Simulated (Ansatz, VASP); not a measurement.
# Two plane-wave programs on BN

INCAR

```
SYSTEM = BN
ALGO = Normal
EDIFF = 1E-7
ENCUT = 520
GGA = PS
ISIF = 2
ISMEAR = 0
LASPH = .TRUE.
LCHARG = .FALSE.
LREAL = .FALSE.
LWAVE = .FALSE.
NBANDS = 16
NELM = 80
PREC = Accurate
SIGMA = 0.05
```

Contents of KPOINTS:

```
k-points
0
G
  12 12 6
  0 0 0
```

Contents of POSCAR:

```
BN
1.0
    2.5539396017      0.0000000000      0.0000000000
   -1.2769698009      2.2117765748      0.0000000000
    0.0000000000      0.0000000000      4.2268550000
B N
2 2
Direct
    0.6666666667      0.3333333333      0.9997240000
    0.3333333333      0.6666666667      0.4997240000
    0.6666666667      0.3333333333      0.6785070666
    0.3333333333      0.6666666667      0.1785070666
```

Input for Ansatz:

```yaml
crystal:
  lattice:
    - [2.5539396017, 0.0, 0.0]
    - [-1.2769698009, 2.2117765748, 0.0]
    - [0.0, 0.0, 4.226855]
  atoms:
    - { symbol: B, position: [0.6666666667, 0.3333333333, 0.999724] }
    - { symbol: B, position: [0.3333333333, 0.6666666667, 0.499724] }
    - { symbol: "N", position: [0.6666666667, 0.3333333333, 0.6785070666] }
    - { symbol: "N", position: [0.3333333333, 0.6666666667, 0.1785070666] }
basis:
  ecutwfc: 420
kpoints:
  mp_grid: { grid: [12, 12, 6] }
hamiltonian:
  xc: pbesol
scf:
  occupations: { method: gaussian, width: 0.05 }
output:
  forces: true
  stress: true
  eigenvalues: true
```

Change from the starting cell: all N atoms moved +0.225 Å, as atom 3 along Cartesian [0 0 1].

Alike in both runs: task single point; functional PBEsol; k mesh 12 × 12 × 6; occupations gaussian, width 0.05 eV; no spin polarisation.

|  | VASP | Ansatz |
| --- | --- | --- |
| version | VASP 6.6.1 | Ansatz 0.2.0 |
| potentials or method | VASP PAW PBE potentials, release 64 (B, N) | scalar-relativistic, plane waves, PAW |
| plane-wave cutoff (eV) | 520 | 420 |
| valence electrons in the cell | 16 | 16 |

|  | VASP | Ansatz | Ansatz less VASP |
| --- | --- | --- | --- |
| gap on the k mesh at the Fermi level (eV) | 1.63 | 1.65 | +0.016 |
| least direct gap on the mesh (eV) | 5.92 | 5.93 | +0.011 |
| pressure (GPa) | 12.1 | 11.7 | -0.33 |
| largest component of the traceless stress (GPa) | 27.01 | 26.46 | -0.545 |
| rms of the force components (eV/Å) | 4.529 | 4.513 | -0.0155 |

Atom by atom the forces differ by 0.016 eV/Å (rms over components).

Caveats: the PAW data sets were made with another functional, which shifts forces and pressure a little (VASP). A k mesh can miss the band edges.
